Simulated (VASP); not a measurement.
ZnO (zincite): relaxation of shape and atoms at fixed volume with PBEsol

The system is ZnO (zincite).

```
Zn O
1.0
     3.19302    0.00000    0.00000
    -1.59651    2.76523    0.00000
     0.00000    0.00000    5.15326
Zn O
2 2
Direct
  0.33333 0.66667 0.49998
  0.66667 0.33333 0.99998
  0.66667 0.33333 0.37903
  0.33333 0.66667 0.87903
```

The cell isn't the ideal one: a relaxed cell with its volume scaled by 0.96.

```yaml
Program: VASP 6.6.1
Task: relaxation of shape and atoms at fixed volume
Functional: PBEsol
Potentials_or_basis: VASP PAW PBE potentials, release 64 (Zn, O)
Cutoff: 600 eV
k_mesh: 9 × 9 × 5
Occupations: gaussian, width 0.03 eV
Spin: no spin polarisation
Further_INCAR_settings: ALGO = Fast; EDIFF = 1e-07; IBRION = 2; EDIFFG = -0.01; NSW = 40; ISIF = 4
```

```
Pressure after relaxing      : 6.4 GPa
Largest force after relaxing : 0.005 eV/Å
Band gap on the k mesh       : 0.74 eV, direct
```

Forces in eV/Å, atoms in the order of the input:
```
Zn   0.000  0.000  0.005
Zn   0.000  0.000  0.005
O    0.000  0.000 -0.005
O    0.000  0.000 -0.005
```

Final structure:
```xyz
4
Lattice="3.1930 0.0000 0.0000 -1.5965 2.7652 0.0000 0.0000 0.0000 5.1533" Properties=species:S:1:pos:R:3 pbc="T T T"
Zn    0.0000    1.8435    2.5765
Zn    1.5965    0.9217    5.1532
O     1.5965    0.9217    1.9532
O     0.0000    1.8435    4.5299
```

Levels at points of the mesh, in eV from the valence-band top:
```tsv
k point	band 14	band 15	band 16	band 17	band 18	band 19	band 20	band 21	band 22
(0.00, 0.00, 0.00)	-0.85	-0.85	-0.11	0.00	0.00	0.74	5.28	8.22	13.01
```

It took 26 s on 1 thread of Intel(R) Xeon(R) 6975P-C (Granite Rapids), on a shared host, peak memory 0.19 GiB.

Caveat: the relaxation stopped at its first step, so nothing moved; the PAW data sets were made with another functional, which shifts forces and pressure a little.
